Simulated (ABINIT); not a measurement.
The system is Pt.

```xyz
2
Lattice="2.7607 0.0000 0.0000 -1.3803 2.3908 0.0000 0.0000 0.0000 4.7921" Properties=species:S:1:pos:R:3 pbc="T T T"
Pt    0.0000    1.5939    1.1980
Pt    1.3803    0.7969    3.5941
```

This isn't the form of Pt at room conditions, which is fcc.

* Program: ABINIT 10.8.3 (patched build)
* Task: relaxation of cell and atoms
* Functional: LDA
* Potentials or basis: JTH PAW LDA v2.0
* Cutoff: 435 eV
* k mesh: 11 × 11 × 6
* Occupations: fermi-dirac, width 0.05 eV
* Spin: no spin polarisation

At the start: pressure -15.0 GPa; volume 15.81 Å³/atom.

Task: How do energy, volume and symmetry change on relaxing?

Result: Over 5 steps the energy falls by 46.8 meV/atom and the volume is 14.89 Å³/atom (-5.8 %); space group P6_3/mmc (No. 194, to 0.05 Å).

The path:
| step | energy change (eV) | largest force (eV/Å) | pressure (GPa) | volume (Å³) |
| --- | --- | --- | --- | --- |
| 1 | 0.0000 | 0.0000 | -15.04 | 31.63 |
| 2 | -0.0866 | 0.0000 | -3.60 | 30.20 |
| 3 | -0.0920 | 0.0000 | 0.54 | 29.76 |
| 4 | -0.0928 | 0.0000 | 0.33 | 29.78 |
| 5 | -0.0937 | 0.0000 | 0.04 | 29.79 |

Final structure:
```cif
data_structure
_symmetry_space_group_name_H-M 'P 1'
_symmetry_Int_Tables_number 1
_cell_length_a 2.7190
_cell_length_b 2.7190
_cell_length_c 4.6523
_cell_angle_alpha 90.000
_cell_angle_beta 90.000
_cell_angle_gamma 120.000
_cell_volume 29.79
loop_
_atom_site_label
_atom_site_type_symbol
_atom_site_fract_x
_atom_site_fract_y
_atom_site_fract_z
_atom_site_occupancy
Pt1 Pt 0.33333 0.66667 0.25000 1
Pt2 Pt 0.66667 0.33333 0.75000 1
```
